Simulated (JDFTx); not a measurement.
# Sc (P-1) in JDFTx: convergence with rho ratio

Aim: find how far rho ratio must go before the results for Sc settle, at PBEsol. This setting moves, with any that are tied to it; all else stays.

Everything below comes from runs of JDFTx 1.7.0 (patched build). Logs are shortened: lines on timing, memory, paths and dates and some standing lists are left out, and cuts for length are marked. The log counts tension as positive stress, the text compression.

## Step 1: The cell of the first run

The typed cell holds 1 atom: a = 3.195 Å, b = 3.197 Å, c = 3.193 Å, α = 60.01°, β = 59.51°, γ = 60.62°.

This isn't the form of Sc at room conditions, which is hcp.

The cell isn't the ideal one: cell strained at random at fixed volume.

## Step 2: With rho ratio 4

Input file Sc.in:

```
include Sc.lattice
coords-type Lattice
include Sc.ionpos

ion-species pseudo/Sc.upf
elec-cutoff 40
elec-ex-corr gga-PBEsol
kpoint-folding 8 8 8
elec-smearing Fermi 0.0018374661
elec-n-bands 11
electronic-SCF nIterations 100 energyDiffThreshold 1e-09
electronic-minimize nIterations 30 energyDiffThreshold 1e-7
forces-output-coords Cartesian

dump-name run.$VAR
dump End Ecomponents EigStats BandEigs Kpoints Forces Stress
```

Input file Sc.lattice:

```
lattice \
   -0.0038890564     4.2914792119     4.2513735544 \
    4.3033145666    -0.0226124628     4.2819323155 \
    4.2348932528     4.2536166593     0.0174931947
```

Input file Sc.ionpos:

```
ion Sc     0.0054290000     0.0058470000    -0.0101910000 1
```

Potentials or basis: PseudoDojo-SR-PBEsol-0.4-stringent.

Started as:

```
> jdftx -c 1 -i Sc.in -o Sc.out
```

The program printed:

```text
*************** JDFTx 1.7.0 (patched build) ***************

Input parsed successfully to the following command list (including defaults):
[... the input with its defaults ...]

---------- Setting up symmetries ----------

Non-trivial transmission matrix:
[   1   0   0  ]
[   0   1   0  ]
[  -1  -1   1  ]
with reduced lattice vectors:
[     -4.255263      0.040106      4.251374  ]
[      0.021382     -4.304545      4.281932  ]
[      4.217400      4.236123      0.017493  ]

Found 2 point-group symmetries of the bravais lattice
Found 2 space-group symmetries with basis
Applied RMS atom displacement 0 bohrs to make symmetries exact.

---------- Initializing the Grid ----------
R =
[  -0.00388906      4.29148      4.25137  ]
[      4.30331   -0.0226125      4.28193  ]
[      4.23489      4.25362    0.0174932  ]
unit cell volume = 155.794
G =
[  -0.734574   0.726288   0.744973  ]
[   0.728289  -0.726108   0.738508  ]
[   0.742088   0.733622  -0.744794  ]
Minimum fftbox size, Smin = [  36  36  36  ]
Chosen fftbox size, S = [  36  36  36  ]

---------- Exchange Correlation functional ----------
Initalized PBEsol GGA exchange.
Initalized PBEsol GGA correlation.

---------- Setting up pseudopotentials ----------
Width of ionic core gaussian charges (only for fluid interactions / plotting) set to 0

Reading pseudopotential file 'pseudo/Sc.upf':
  'Sc' pseudopotential, 'PBESOL' functional
  Generated using ONCVPSP code by D. R. Hamann
  11 valence electrons, 4 orbitals, 6 projectors, 1001 radial grid points, with lMax = 2
    3S    l: 0   occupation:  2.0   eigenvalue: -2.016660
    3P    l: 1   occupation:  6.0   eigenvalue: -1.232879
    3D    l: 2   occupation:  1.0   eigenvalue: -0.119303
    4S    l: 0   occupation:  2.0   eigenvalue: -0.153917
  Core radius for overlap checks: 1.60 bohrs.

Initialized 1 species with 1 total atoms.

Folded 1 k-points by 8x8x8 to 512 k-points.

---------- Setting up k-points, bands, fillings ----------
Reduced to 260 k-points under symmetry.
Computing the number of bands and number of electrons
Calculating initial fillings.
nElectrons:  11.000000   nBands: 11   nStates: 260

----- Setting up reduced wavefunction bases (one per k-point) -----
average nbasis = 1882.619 , ideal nbasis = 1882.504

---------- Setting up ewald sum ----------
Optimum gaussian width for ewald sums = 2.177104 bohr.
Real space sum over 2197 unit cells with max indices [  6  6  6  ]
Reciprocal space sum over 2197 terms with max indices [  6  6  6  ]

---------- Allocating electronic variables ----------
Initializing wave functions:  linear combination of atomic orbitals
Note: number of bands (11) exceeds available atomic orbitals (10)
Sc pseudo-atom occupations:   s ( 2 2 )  p ( 6 )  d ( 1 )
	FillingsUpdate:  mu: +0.412681685  nElectrons: 11.000000
LCAOMinimize: Iter:   0  F: -46.7094236158047096  |grad|_K:  2.749e-04  alpha:  1.000e+00
	FillingsUpdate:  mu: +0.407273099  nElectrons: 11.000000
LCAOMinimize: Iter:   1  F: -46.7102691731051962  |grad|_K:  1.741e-06  alpha:  7.197e-01  linmin: -6.193e-02  cgtest:  5.632e-01
LCAOMinimize: Encountered beta<0, resetting CG.
	FillingsUpdate:  mu: +0.407251322  nElectrons: 11.000000
LCAOMinimize: Iter:   2  F: -46.7102692124545129  |grad|_K:  2.293e-07  alpha:  8.248e-01  linmin: -1.135e-04  cgtest:  4.216e-04
	FillingsUpdate:  mu: +0.407253940  nElectrons: 11.000000
LCAOMinimize: Iter:   3  F: -46.7102692131837500  |grad|_K:  1.208e-08  alpha:  8.802e-01  linmin: -6.277e-03  cgtest:  3.551e-02
LCAOMinimize: Converged (|Delta F|<1.000000e-06 for 2 iters).

-------- Electronic minimization -----------
Will mix electronic density at each iteration.
	FillingsUpdate:  mu: +0.407253940  nElectrons: 11.000000
	FillingsUpdate:  mu: +0.384118924  nElectrons: 11.000000
SCF: Cycle:  0   F: -46.733840614468541   dF: -2.357e-02   |Residual|: 8.475e-02   |deigs|: 5.347e-02
	FillingsUpdate:  mu: +0.371839974  nElectrons: 11.000000
SCF: Cycle:  1   F: -46.741963822312826   dF: -8.123e-03   |Residual|: 2.546e-02   |deigs|: 2.769e-02
	FillingsUpdate:  mu: +0.366704354  nElectrons: 11.000000
SCF: Cycle:  2   F: -46.742917650968550   dF: -9.538e-04   |Residual|: 8.926e-03   |deigs|: 1.149e-02
	FillingsUpdate:  mu: +0.367985861  nElectrons: 11.000000
SCF: Cycle:  3   F: -46.742897532890339   dF: +2.012e-05   |Residual|: 5.690e-03   |deigs|: 3.336e-03
	FillingsUpdate:  mu: +0.367211666  nElectrons: 11.000000
SCF: Cycle:  4   F: -46.742931598086962   dF: -3.407e-05   |Residual|: 1.689e-03   |deigs|: 1.782e-03
	FillingsUpdate:  mu: +0.367103376  nElectrons: 11.000000
SCF: Cycle:  5   F: -46.742934695874482   dF: -3.098e-06   |Residual|: 8.119e-04   |deigs|: 2.847e-04
	FillingsUpdate:  mu: +0.366924779  nElectrons: 11.000000
SCF: Cycle:  6   F: -46.742935951796376   dF: -1.256e-06   |Residual|: 1.977e-04   |deigs|: 4.064e-04
	FillingsUpdate:  mu: +0.366947729  nElectrons: 11.000000
SCF: Cycle:  7   F: -46.742936186046727   dF: -2.343e-07   |Residual|: 1.698e-04   |deigs|: 8.073e-05
	FillingsUpdate:  mu: +0.366956396  nElectrons: 11.000000
SCF: Cycle:  8   F: -46.742936252695976   dF: -6.665e-08   |Residual|: 1.899e-04   |deigs|: 5.736e-05
	FillingsUpdate:  mu: +0.366965040  nElectrons: 11.000000
SCF: Cycle:  9   F: -46.742936279980626   dF: -2.728e-08   |Residual|: 1.624e-04   |deigs|: 5.340e-05
	FillingsUpdate:  mu: +0.367004051  nElectrons: 11.000000
SCF: Cycle: 10   F: -46.742936294846260   dF: -1.487e-08   |Residual|: 8.369e-05   |deigs|: 1.106e-04
	FillingsUpdate:  mu: +0.367001385  nElectrons: 11.000000
SCF: Cycle: 11   F: -46.742936297620460   dF: -2.774e-09   |Residual|: 7.488e-05   |deigs|: 4.884e-05
	FillingsUpdate:  mu: +0.366986354  nElectrons: 11.000000
SCF: Cycle: 12   F: -46.742936303504891   dF: -5.884e-09   |Residual|: 1.730e-05   |deigs|: 5.419e-05
	FillingsUpdate:  mu: +0.366991749  nElectrons: 11.000000
SCF: Cycle: 13   F: -46.742936303528452   dF: -2.356e-11   |Residual|: 1.562e-05   |deigs|: 4.243e-05
	FillingsUpdate:  mu: +0.366988532  nElectrons: 11.000000
SCF: Cycle: 14   F: -46.742936303779700   dF: -2.512e-10   |Residual|: 1.086e-05   |deigs|: 1.017e-04
SCF: Converged (|Delta E|<1.000000e-09 for 2 iters).

Setting wave functions to eigenvectors of Hamiltonian

# Stress tensor in Cartesian coordinates [Eh/a0^3]:
[ -3.70509e-05 -1.07359e-05  9.70184e-06  ]
[ -1.07359e-05 -2.73534e-05  6.37772e-07  ]
[  9.70184e-06  6.37772e-07 -4.79021e-05  ]

# Ionic positions in lattice coordinates:
ion Sc   0.005429000000000   0.005847000000000  -0.010191000000000 1

# Forces in Cartesian coordinates:
force Sc   0.000000000000000   0.000000000000000   0.000000000000000 1

# Energy components:
   Eewald =      -32.4739499835772136
       EH =       10.1823570469568701
     Eloc =      -38.0566190472652792
      Enl =        2.2449690899180115
      Exc =       -8.0233330145968420
 Exc_core =        1.5817149654785687
       KE =       17.8025080391696235
-------------------------------------
     Etot =      -46.7423529039162560
       TS =        0.0005833998634413
-------------------------------------
        F =      -46.7429363037797003

IonicMinimize: Iter:   0  F: -46.742936303779700  |grad|_K:  0.000e+00
IonicMinimize: Converged (|grad|_K<1.000000e-04).

#--- Lowdin population analysis ---
# oxidation-state Sc +0.114

Dumping 'run.eigStats' ...
	eMin: -1.436093 at state 0 ( [ +0.000000 +0.000000 +0.000000 ] spin 0 )
	HOMO: +0.366912 at state 66 ( [ +0.125000 +0.500000 +0.000000 ] spin 0 )
	mu  : +0.366989
	LUMO: +0.366990 at state 131 ( [ +0.250000 +0.500000 +0.125000 ] spin 0 )
	eMax: +0.856739 at state 35 ( [ +0.125000 +0.000000 +0.125000 ] spin 0 )
	HOMO-LUMO gap: +0.000078
	Optical gap  : +0.008830 at state 141 ( [ +0.250000 -0.375000 +0.375000 ] spin 0 )
Done!
```

Wall time 2.1 min (1 thread of Intel Xeon 6975P-C (Granite Rapids), shared host); peak memory 0.26 GiB.

What came out:

```yaml
Free_energy: -1271.9401 eV
Pressure: 1.1 GPa
Band_gap_on_the_k_mesh: none (metal or under the smearing width)
```

## Step 3: With rho ratio 5

Sc.in: that of step 2 with these lines changed.

```diff
@@ -5,3 +5,3 @@
 ion-species pseudo/Sc.upf
-elec-cutoff 40
+elec-cutoff 40 200
 elec-ex-corr gga-PBEsol
```

Sc.lattice is that of step 2.

Sc.ionpos is that of step 2.

Potentials or basis: PseudoDojo-SR-PBEsol-0.4-stringent.

Started as:

```
> jdftx -c 1 -i Sc.in -o Sc.out
```

It took 2.1 min on 1 thread of Intel Xeon 6975P-C (Granite Rapids), shared host; peak memory 0.26 GiB.

Results (log left out):

| Quantity | Value |
| --- | --- |
| Free energy | -1271.9401 eV |
| Pressure | 1.1 GPa |
| Band gap on the k mesh | none (metal or under the smearing width) |

## Step 4: With rho ratio 6

Sc.in: that of step 3 with these lines changed.

```diff
@@ -5,3 +5,3 @@
 ion-species pseudo/Sc.upf
-elec-cutoff 40 200
+elec-cutoff 40 240
 elec-ex-corr gga-PBEsol
```

Sc.lattice is that of step 3.

Sc.ionpos is that of step 3.

Started as:

```
> jdftx -c 1 -i Sc.in -o Sc.out
```

Wall time 2.2 min (1 thread of Intel Xeon 6975P-C (Granite Rapids), shared host); peak memory 0.27 GiB.

The run converged. Its results:

- Free energy: -1271.9401 eV
- Pressure: 1.1 GPa
- Band gap on the k mesh: none (metal or under the smearing width)

## Step 5: With rho ratio 8

Sc.in: that of step 4 with these lines changed.

```diff
@@ -5,3 +5,3 @@
 ion-species pseudo/Sc.upf
-elec-cutoff 40 240
+elec-cutoff 40 320
 elec-ex-corr gga-PBEsol
```

Sc.lattice is that of step 4.

Sc.ionpos is that of step 4.

Started as:

```
> jdftx -c 1 -i Sc.in -o Sc.out
```

It took 2.9 min on 1 thread of Intel Xeon 6975P-C (Granite Rapids), shared host; peak memory 0.27 GiB.

Results (log left out):

```
Free energy            : -1271.9401 eV
Pressure               : 1.1 GPa
Band gap on the k mesh : none (metal or under the smearing width)
```

## Step 6: With rho ratio 10

Sc.in: that of step 5 with these lines changed.

```diff
@@ -5,3 +5,3 @@
 ion-species pseudo/Sc.upf
-elec-cutoff 40 320
+elec-cutoff 40 400
 elec-ex-corr gga-PBEsol
```

Sc.lattice is that of step 5.

Sc.ionpos is that of step 5.

Potentials or basis: PseudoDojo-SR-PBEsol-0.4-stringent.

Started as:

```
> jdftx -c 1 -i Sc.in -o Sc.out
```

It took 2.4 min on 1 thread of Intel Xeon 6975P-C (Granite Rapids), shared host; peak memory 0.28 GiB.

Results (log left out):

```yaml
Free_energy: -1271.9401 eV
Pressure: 1.1 GPa
Band_gap_on_the_k_mesh: none (metal or under the smearing width)
```

## Step 7: Result

```csv
rho ratio,"energy less the tightest run, at zero smearing (meV/atom)",SCF cycles,CPU time (s),peak memory (GiB)
4,0.00,15,130,0.26
5,0.00,15,130,0.26
6,0.00,15,130,0.27
8,0.00,15,180,0.27
10,0.00,15,140,0.28
```

Against the tightest run, the energy stays within 1 meV/atom from 4 on. The tightest run that finished is the yardstick and may itself not be fully converged.
